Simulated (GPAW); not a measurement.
The system is LiH.

```
Li H
1.0
     0.00000    2.03675    2.03675
     2.03675    0.00000    2.03675
     2.03675    2.03675    0.00000
Li H
1 1
Cartesian
  0.0000 0.0000 0.0000
  2.0368 2.0368 2.0368
```

```yaml
Program: GPAW 26.7.0
Task: relaxation of cell and atoms
Functional: PBEsol
Dispersion: D4
Potentials_or_basis: PAW data sets generated in the run's folder for this functional
Cutoff: 800 eV
Basis: pw
k_mesh: 11 × 11 × 11
Occupations: fermi-dirac, width 0.05 eV
Spin: no spin polarisation
```

At the start: pressure -2.7 GPa; volume 8.45 Å³/atom.

Q: How do energy, volume and symmetry change on relaxing?

A: Over 3 steps the energy falls by 6.1 meV/atom and the volume is 7.73 Å³/atom (-8.5 %); space group Fm-3m (No. 225, to 0.05 Å).

The path:
```tsv
step	energy change (eV)	largest force (eV/Å)	pressure (GPa)	volume (Å³)
1	0.0000	0.0000	-2.73	16.90
2	-0.0009	0.0000	-2.65	16.85
3	-0.0122	0.0000	0.18	15.46
```

Final structure:
```xyz
2
Lattice="0.0000 1.9773 1.9773 1.9773 0.0000 1.9773 1.9773 1.9773 0.0000" Properties=species:S:1:pos:R:3 pbc="T T T"
Li    0.0000    0.0000    0.0000
H     1.9773    1.9773    1.9773
```

Caveat: the data sets keep Ga 3d, Li 1s and Be 1s frozen, and some such compounds lay over 1.5 % in volume off other programs; later steps reuse the first step's grids.
